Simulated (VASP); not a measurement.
# AlPt (P2_13) in VASP: notebook

The runs below take AlPt through relaxation of cell and atoms, with r2SCAN.

Everything below comes from runs of VASP 6.6.1. Logs are shortened: lines on timing, memory, paths and dates and some standing lists are left out, and cuts for length are marked.

## (1) The structure

The structure is cubic, space group P2_13 (No. 198). Conventional cell: a = 4.879 Å, b = 4.879 Å, c = 4.879 Å, α = 90.00°, β = 90.00°, γ = 90.00°. Al (site symmetry 3) has 7 Pt at 2.60 to 2.63 Å as nearest neighbours. Pt (site symmetry 3) has 7 Al at 2.60 to 2.63 Å as nearest neighbours.

The cell is a database's computed one.

## (2) Relaxation of cell and atoms, r2SCAN

INCAR

```
PREC = Accurate
ENCUT = 600
EDIFF = 1E-6
ISMEAR = 1
SIGMA = 0.1
LREAL = F
LASPH = T
NELM = 80
ALGO = Normal
ISIF = 3
LWAVE = F
LCHARG = F
METAGGA = R2SCAN
LMIXTAU = T
IBRION = 2
NSW = 90
EDIFFG = -0.01
KPAR = 4
```

KPOINTS

```
regular mesh
0
Gamma
  8 8 8
```

POSCAR

```
AlPt
1.0
    4.8789320700      0.0000000000      0.0000000000
    0.0000000000      4.8789320700      0.0000000000
    0.0000000000      0.0000000000      4.8789320700
Al Pt
4 4
Direct
    0.8440321000      0.8440321000      0.8440321000
    0.6559679000      0.1559679000      0.3440321000
    0.3440321000      0.6559679000      0.1559679000
    0.1559679000      0.3440321000      0.6559679000
    0.1550630600      0.1550630600      0.1550630600
    0.3449369400      0.8449369400      0.6550630600
    0.6550630600      0.3449369400      0.8449369400
    0.8449369400      0.6550630600      0.3449369400
```

Potentials or basis: VASP PAW PBE potentials, release 64 (Al, Pt).

Launch:

```
> cat potpaw_PBE.64/Al/POTCAR potpaw_PBE.64/Pt/POTCAR > POTCAR
> mpirun -np 4 vasp_std > vasp.out
```

OUTCAR:

```text
PREC = Accurate
   ENCUT = 600
   EDIFF = 1E-6
   ISMEAR = 1
   LREAL = F
   LASPH = T
   NELM = 80
   ISIF = 3
   METAGGA = R2SCAN
   IBRION = 2
   NSW = 90
   EDIFFG = -0.01

 ion  position               nearest neighbor table
   1  0.844  0.844  0.844-   6 2.60   7 2.60   8 2.60   6 2.61   7 2.61   8 2.61   5 2.63   3 3.02
                             4 3.02   2 3.02   2 3.02   4 3.02   3 3.02
   2  0.656  0.156  0.344-   5 2.60   7 2.60   8 2.60   7 2.61   8 2.61   5 2.61   6 2.63   1 3.02
                             1 3.02   3 3.02   3 3.02   4 3.02   4 3.02
   3  0.344  0.656  0.156-   5 2.60   6 2.60   8 2.60   8 2.61   6 2.61   5 2.61   7 2.63   1 3.02
                             4 3.02   2 3.02   2 3.02   4 3.02   1 3.02
   4  0.156  0.344  0.656-   5 2.60   6 2.60   7 2.60   6 2.61   5 2.61   7 2.61   8 2.63   1 3.02
                             3 3.02   2 3.02   1 3.02   2 3.02   3 3.02
   5  0.155  0.155  0.155-   2 2.60   3 2.60   4 2.60   2 2.61   3 2.61   4 2.61   1 2.63   6 3.02
                             7 3.02   8 3.02   6 3.02   8 3.02   7 3.02
   6  0.345  0.845  0.655-   1 2.60   3 2.60   4 2.60   3 2.61   4 2.61   1 2.61   2 2.63   8 3.02
                             5 3.02   5 3.02   7 3.02   7 3.02   8 3.02
   7  0.655  0.345  0.845-   1 2.60   2 2.60   4 2.60   4 2.61   2 2.61   1 2.61   3 2.63   8 3.02
                             5 3.02   8 3.02   6 3.02   6 3.02   5 3.02
   8  0.845  0.655  0.345-   1 2.60   2 2.60   3 2.60   2 2.61   1 2.61   3 2.61   4 2.63   7 3.02
                             5 3.02   7 3.02   5 3.02   6 3.02   6 3.02

  LATTYP: Found a simple cubic cell.
 ALAT       =     4.8789320700

  Lattice vectors:

 A1 = (   4.8789320700,   0.0000000000,   0.0000000000)
 A2 = (   0.0000000000,   4.8789320700,   0.0000000000)
 A3 = (   0.0000000000,   0.0000000000,   4.8789320700)

Analysis of symmetry for initial positions (statically):
=====================================================================
 Subroutine PRICEL returns:
 Original cell was already a primitive cell.

 Routine SETGRP: Setting up the symmetry group for a
 simple cubic supercell.

 Subroutine GETGRP returns: Found 12 space group operations
 (whereof  3 operations were pure point group operations)
 out of a pool of 48 trial point group operations.

The static configuration has the point symmetry C_3 .
 The point group associated with its full space group is T   .

Analysis of symmetry for dynamics (positions and initial velocities):
=====================================================================
 Subroutine PRICEL returns:
 Original cell was already a primitive cell.

 Routine SETGRP: Setting up the symmetry group for a
 simple cubic supercell.

 Subroutine GETGRP returns: Found 12 space group operations
 (whereof  3 operations were pure point group operations)
 out of a pool of 48 trial point group operations.
[... 125 lines left out ...]
   NELECT =      52.0000    total number of electrons
   NUPDOWN=      -1.0000    fix difference up-down
   EMIN   =  10.00;   EMAX   =-10.00  energy-range for DOS
   EFERMI =   0.00;   METHOD = LEGACY
   ISMEAR =     1;   SIGMA  =   0.10  broadening in eV -4-tet -1-fermi 0-gaus
   EFERMI_NEDOS =   21; number of points for ismear=-14 and -15
   IALGO  =     38    algorithm
   IMIX   =      4    mixing-type and parameters
     AMIX     =   0.40;   BMIX     =  1.00
     AMIX_MAG =   1.60;   BMIX_MAG =  1.00
  volume/ion in A,a.u.               =      14.52        97.97
  Fermi-wavevector in a.u.,A,eV,Ry     =   1.252423  2.366737 21.341614  1.568564
  Thomas-Fermi vector in A             =   2.386324
   LORBIT       =      0    0 simple, 1 ext, 2 COOP (PROOUT), +10 PAW based schemes
   METAGGA = R2SCAN    functional components
   LHFCALC =     F    Hartree Fock is set to
   AEXX    =    0.0000 exact exchange contribution
   IVDW    =     0    specifies the selected vdW correction
   LEPSILON=     F    determine dielectric tensor
   LRPA    =     F    only Hartree local field effects (RPA)
 conjugate gradient relaxation of ions
 non-spin polarized calculation
 Methfessel and Paxton  Order N= 1 SIGMA  =   0.10
  energy-cutoff  :      600.00
  volume of cell :      116.14
 maximum number of plane-waves:      3912
   NGX = 19   NGY = 19   NGZ = 19

--------------------------------------- Ionic step        1  -------------------------------------------

 number of electron      52.0000008 magnetization

 Free energy of the ion-electron system (eV)
  ---------------------------------------------------
  ext. energy  EPLUGINS =         0.00000000
  ---------------------------------------------------
  free energy    TOTEN  =      -241.91861372 eV

  energy without entropy =     -241.91889952  energy(sigma->0) =     -241.91870898

------------------------ aborting loop because EDIFF is reached ----------------------------------------

  FORCE on cell =-STRESS in cart. coord.  units (eV):
  Direction    XX          YY          ZZ          XY          YZ          ZX
  --------------------------------------------------------------------------------------
  -------------------------------------------------------------------------------------
  Total       -0.1421771     -0.1421771     -0.1421771      0.0000000     -0.0000000      0.0000000
  in kB       -1.9613982     -1.9613982     -1.9613982      0.0000000     -0.0000000      0.0000000
  external PRESSURE =      -1.9613982 kB  Pullay stress =       0.0000000 kB
[... 71 lines left out ...]
--------------------------------------- Ionic step        3  -------------------------------------------

 number of electron      52.0000008 magnetization

 Free energy of the ion-electron system (eV)
  ---------------------------------------------------
  ext. energy  EPLUGINS =         0.00000000
  ---------------------------------------------------
  free energy    TOTEN  =      -241.91872307 eV

  energy without entropy =     -241.91903483  energy(sigma->0) =     -241.91882699

 E-fermi :  10.3637     XC(G=0): -13.1778

 val. band max:       10.3493626627   @ k =   0.1250   0.1250   0.1250
 cond. band min:      10.3662366870   @ k =   0.3750   0.3750   0.0000
 fundamental gap:      0.0168740243
 Fermi energy:        10.3637356149

 k-point     1 :       0.0000    0.0000    0.0000
  band No.  band energies     occupation
      1      -1.3706      2.00000
      2       3.1603      2.00000
      3       3.1603      2.00000
      4       3.1603      2.00000
      5       4.6742      2.00000
      6       4.6742      2.00000
[... 805 lines left out ...]
     30      13.8934      0.00000
     31      14.2178      0.00000

 [... further k-points ...]
[... 5 lines left out ...]
  --------------------------------------------------------------------------------------
  -------------------------------------------------------------------------------------
  Total        0.0489474      0.0489474      0.0489474      0.0000000      0.0000000      0.0000000
  in kB        0.6761307      0.6761307      0.6761307      0.0000000      0.0000000      0.0000000
  external PRESSURE =       0.6761307 kB  Pullay stress =       0.0000000 kB
[... 23 lines left out ...]
  FREE ENERGIE OF THE ION-ELECTRON SYSTEM (eV)
  ---------------------------------------------------
  free  energy   TOTEN  =      -241.9187230717 eV

  energy  without entropy=     -241.9190348268  energy(sigma->0) =     -241.91882699

 reached required accuracy - stopping structural energy minimisation
```

OSZICAR:

```text
N       E                     dE             d eps       ncg     rms          rms(c)
DAV:   1     0.844721264335E+02    0.84472E+02   -0.27468E+04  2790   0.179E+03
DAV:   2    -0.241130011883E+03   -0.32560E+03   -0.31257E+03  3129   0.314E+02
[... 26 lines left out ...]
DAV:   1    -0.241919531667E+03   -0.94775E-03   -0.15327E-02  2811   0.885E-01    0.179E-01
DAV:   2    -0.241918736799E+03    0.79487E-03   -0.40539E-03  2832   0.420E-01    0.503E-02
DAV:   3    -0.241918731017E+03    0.57822E-05   -0.93401E-05  3315   0.611E-02    0.273E-02
DAV:   4    -0.241918712842E+03    0.18175E-04   -0.34997E-05  3084   0.273E-02    0.631E-03
DAV:   5    -0.241918715317E+03   -0.24745E-05   -0.15390E-05  2986   0.250E-02    0.531E-03
DAV:   6    -0.241918722621E+03   -0.73045E-05   -0.66167E-06  3159   0.148E-02    0.160E-03
DAV:   7    -0.241918723072E+03   -0.45062E-06   -0.23088E-07  1577   0.347E-03
   3 F= -.24191872E+03 E0= -.24191883E+03  d E =-.109355E-03
```

CONTCAR:

```text
AlPt
   1.00000000000000
     4.8768190955793109   -0.0000000000000000    0.0000000000000000
     0.0000000000000000    4.8768190955793109   -0.0000000000000000
     0.0000000000000000   -0.0000000000000000    4.8768190955793109
  Al              Pt
     4     4
Direct
     0.8440599815848255    0.8440599815848255    0.8440599815848255
     0.6559400184151745    0.1559400184151744    0.3440599815848256
     0.3440599815848256    0.6559400184151745    0.1559400184151744
     0.1559400184151744    0.3440599815848256    0.6559400184151745
     0.1550454965401220    0.1550454965401220    0.1550454965401220
     0.3449545034598780    0.8449545034598781    0.6550454965401219
     0.6550454965401219    0.3449545034598780    0.8449545034598781
     0.8449545034598781    0.6550454965401219    0.3449545034598780

  0.00000000E+00  0.00000000E+00  0.00000000E+00
  0.00000000E+00  0.00000000E+00  0.00000000E+00
  0.00000000E+00  0.00000000E+00  0.00000000E+00
  0.00000000E+00  0.00000000E+00  0.00000000E+00
  0.00000000E+00  0.00000000E+00  0.00000000E+00
  0.00000000E+00  0.00000000E+00  0.00000000E+00
  0.00000000E+00  0.00000000E+00  0.00000000E+00
  0.00000000E+00  0.00000000E+00  0.00000000E+00
```

Run time: 5.6 min. Hardware: 4 MPI ranks of Intel Xeon Platinum 8259CL at 2.50GHz (Skylake/Cascade Lake), shared host; peak memory 0.38 GiB.

Results:

* Free energy: -241.9187 eV
* Relaxed volume: 14.50 Å³/atom
* Relaxed cell: a = 4.877 Å, b = 4.877 Å, c = 4.877 Å, α = 90.00°, β = 90.00°, γ = 90.00°
* Space group after relaxing (to 0.05 Å): P2_13 (No. 198)
* Energy gained by relaxing: 0.0 meV/atom
* Ionic steps: 3
* Pressure after relaxing: 0.1 GPa
* Largest force after relaxing: 0.009 eV/Å
* Band gap on the k mesh: none (metal or under the smearing width)

Forces in eV/Å, atoms in the order of the input:
```
Al   0.005  0.005  0.005
Al  -0.005 -0.005  0.005
Al   0.005 -0.005 -0.005
Al  -0.005  0.005 -0.005
Pt  -0.003 -0.003 -0.003
Pt   0.003  0.003 -0.003
Pt  -0.003  0.003  0.003
Pt   0.003 -0.003  0.003
```

Step by step:
```
step  energy change (eV)  largest force (eV/Å)  pressure (GPa)  volume (Å³)
   1              0.0000                0.0097           -0.20       116.14
   2              0.0000                0.0079            0.33       115.84
   3             -0.0001                0.0088            0.07       115.99
```

Final structure:
```cif
data_structure
_symmetry_space_group_name_H-M 'P 1'
_symmetry_Int_Tables_number 1
_cell_length_a 4.8768
_cell_length_b 4.8768
_cell_length_c 4.8768
_cell_angle_alpha 90.000
_cell_angle_beta 90.000
_cell_angle_gamma 90.000
_cell_volume 115.99
loop_
_atom_site_label
_atom_site_type_symbol
_atom_site_fract_x
_atom_site_fract_y
_atom_site_fract_z
_atom_site_occupancy
Al1 Al 0.84406 0.84406 0.84406 1
Al2 Al 0.65594 0.15594 0.34406 1
Al3 Al 0.34406 0.65594 0.15594 1
Al4 Al 0.15594 0.34406 0.65594 1
Pt1 Pt 0.15505 0.15505 0.15505 1
Pt2 Pt 0.34495 0.84495 0.65505 1
Pt3 Pt 0.65505 0.34495 0.84495 1
Pt4 Pt 0.84495 0.65505 0.34495 1
```

Levels at points of the mesh, in eV from the Fermi level:
```
           k point  band 24  band 25  band 26  band 27  band 28  band 29
(0.00, 0.00, 0.00)    -1.82    -0.20    -0.20    -0.20     4.56     4.56
(0.50, 0.00, 0.00)    -1.56    -0.69    -0.69     1.34     1.34     2.99
(0.50, 0.50, 0.00)    -2.30     0.39     0.39     1.45     1.45     3.06
(0.50, 0.50, 0.50)    -2.59    -0.81    -0.81    -0.81    -0.81     7.13
```

Caveat: the PAW data sets were made with another functional, which shifts forces and pressure a little. The run has no spin-orbit coupling, so splittings on Pt are missing.

## (3) Relaxation of cell and atoms, r2SCAN

Changes to INCAR since step 2:

```diff
@@ -2,3 +2,3 @@
 ENCUT = 600
-EDIFF = 1E-6
+EDIFF = 1E-7
 ISMEAR = 1
@@ -16,3 +16,3 @@
 NSW = 90
-EDIFFG = -0.01
+EDIFFG = -0.005
 KPAR = 4
```

KPOINTS is that of step 2.

POSCAR

```
AlPt                                    
1.0
    4.8768190956     -0.0000000000      0.0000000000
    0.0000000000      4.8768190956     -0.0000000000
    0.0000000000     -0.0000000000      4.8768190956
  Al              Pt            
     4     4
Direct
     0.8440599815848255    0.8440599815848255    0.8440599815848255
     0.6559400184151745    0.1559400184151744    0.3440599815848256
     0.3440599815848256    0.6559400184151745    0.1559400184151744
     0.1559400184151744    0.3440599815848256    0.6559400184151745
     0.1550454965401220    0.1550454965401220    0.1550454965401220
     0.3449545034598780    0.8449545034598781    0.6550454965401219
     0.6550454965401219    0.3449545034598780    0.8449545034598781
     0.8449545034598781    0.6550454965401219    0.3449545034598780
```

Potentials or basis: VASP PAW PBE potentials, release 64 (Al, Pt).

Launch:

```
> cat potpaw_PBE.64/Al/POTCAR potpaw_PBE.64/Pt/POTCAR > POTCAR
> mpirun -np 4 vasp_std > vasp.out
```

Run time: 7.6 min. Hardware: 4 MPI ranks of Intel Xeon Platinum 8259CL at 2.50GHz (Skylake/Cascade Lake), shared host; peak memory 0.38 GiB.

The run converged. Its results:

```yaml
Free_energy: -241.9187 eV
Relaxed_volume: 14.50 Å³/atom
Relaxed_cell: a = 4.877 Å, b = 4.877 Å, c = 4.877 Å, α = 90.00°, β = 90.00°, γ = 90.00°
Space_group_after_relaxing_to_0.05_Å: P2_13 (No. 198)
Energy_gained_by_relaxing: 0.0 meV/atom
Ionic_steps: 5
Pressure_after_relaxing: 0.0 GPa
Largest_force_after_relaxing: 0.003 eV/Å
Band_gap_on_the_k_mesh: none (metal or under the smearing width)
```

Forces in eV/Å, atoms in the order of the input:
```
Al   0.002  0.002  0.002
Al  -0.002 -0.002  0.002
Al   0.002 -0.002 -0.002
Al  -0.002  0.002 -0.002
Pt  -0.002 -0.002 -0.002
Pt   0.002  0.002 -0.002
Pt  -0.002  0.002  0.002
Pt   0.002 -0.002  0.002
```

Final structure:
```
Al Pt
1.0
     4.87744    0.00000    0.00000
     0.00000    4.87744    0.00000
     0.00000    0.00000    4.87744
Al Pt
4 4
Cartesian
  4.1172 4.1172 4.1172
  3.1990 0.7602 1.6785
  1.6785 3.1990 0.7602
  0.7602 1.6785 3.1990
  0.7560 0.7560 0.7560
  1.6827 4.1214 3.1947
  3.1947 1.6827 4.1214
  4.1214 3.1947 1.6827
```

Levels at points of the mesh, in eV from the Fermi level:
```tsv
k point	band 23	band 24	band 25	band 26	band 27	band 28	band 29	band 30
(0.00, 0.00, 0.00)	-1.82	-1.82	-0.20	-0.20	-0.20	4.56	4.56	4.56
(0.50, 0.00, 0.00)	-1.56	-1.56	-0.69	-0.69	1.34	1.34	2.99	2.99
(0.50, 0.50, 0.00)	-2.30	-2.30	0.39	0.39	1.45	1.45	3.06	3.06
(0.50, 0.50, 0.50)	-2.59	-2.59	-0.81	-0.81	-0.81	-0.81	7.13	7.13
```

Caveat: the PAW data sets were made with another functional, which shifts forces and pressure a little. Spin-orbit coupling is left out, which matters for the levels of Pt.
